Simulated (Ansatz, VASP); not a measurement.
# PbSe (Clausthalite): VASP beside Ansatz

Contents of INCAR:

```
SYSTEM = PbSe
PREC = Accurate ; ENCUT = 520
EDIFF = 1E-6 ; ISMEAR = -1
SIGMA = 0.05 ; LREAL = .False.
LASPH = .True. ; NELM = 100
ALGO = Normal ; ISIF = 2
LWAVE = .False. ; LCHARG = .True.
GGA = B5 ; ALDAX = 1.0
AGGAX = 1.0 ; AGGAC = 1.0
ALDAC = 0.0 ; IVDW = 13
VDW_S6 = 1.0 ; VDW_S8 = 2.34076671
VDW_A1 = 0.44488865 ; VDW_A2 = 4.0933009
LELF = .True. ; LVHAR = .True.
NBANDS = 17
```

File KPOINTS:

```
Automatic mesh
0
Gamma
  8 8 8
  0 0 0
```

Contents of POSCAR:

```
PbSe
1.0
    0.0000000000      2.9981702236      2.9981702236
    2.9981702236      0.0000000000      2.9981702236
    2.9981702236      2.9981702236      0.0000000000
Pb Se
1 1
Direct
    0.0000000000      0.0000000000      0.0000000000
    0.5000000000      0.5000000000      0.5000000000
```

input.yaml

```yaml
crystal:
  lattice:
    - [0.0, 2.9981702236, 2.9981702236]
    - [2.9981702236, 0.0, 2.9981702236]
    - [2.9981702236, 2.9981702236, 0.0]
  atoms:
    - { symbol: Pb, position: [0.0, 0.0, 0.0] }
    - { symbol: Se, position: [0.5, 0.5, 0.5] }
hamiltonian:
  xc: blyp
  pseudopotentials: { kind: paw }
  dispersion: d4
kpoints:
  mp_grid: { grid: [8, 8, 8] }
scf:
  occupations: { method: fermi_dirac, width: 0.05 }
output:
  forces: true
  stress: true
  eigenvalues: true
```

Alike in both runs: task single point; functional BLYP; dispersion D4; k mesh 8 × 8 × 8; occupations fermi-dirac, width 0.05 eV; no spin polarisation.

```csv
,VASP,Ansatz
version,VASP 6.6.1,Ansatz 0.2.0
potentials or method,"VASP PAW PBE potentials, release 64 (Pb_d, Se)",Ansatz PAW
plane-wave cutoff (eV),520,420
valence electrons in the cell,20,30
```

VASP gave:

| Item | Value |
| --- | --- |
| gap on the k mesh at the Fermi level (eV) | 0.19 |
| least direct gap on the mesh (eV) | 0.19 |
| pressure (GPa) | 6.0 |
| dispersion energy (meV/atom) | -793.0 |

Problem. Estimate Ansatz's values.

Solution. gap on the k mesh at the Fermi level (eV): 0.21; least direct gap on the mesh (eV): 0.21; pressure (GPa): 5.7; dispersion energy (meV/atom): -793.2.

The two sets of potentials don't hold the same shells in valence.

Caveats: spin-orbit coupling is left out, which as a rule narrows the gap of such compounds by several tenths of an eV; the PAW data sets were made with another functional, which shifts forces and pressure a little (VASP); the PAW data sets come from PBE, with cores solved anew for the run's functional, which leaves a small shift of forces and pressure (Ansatz).
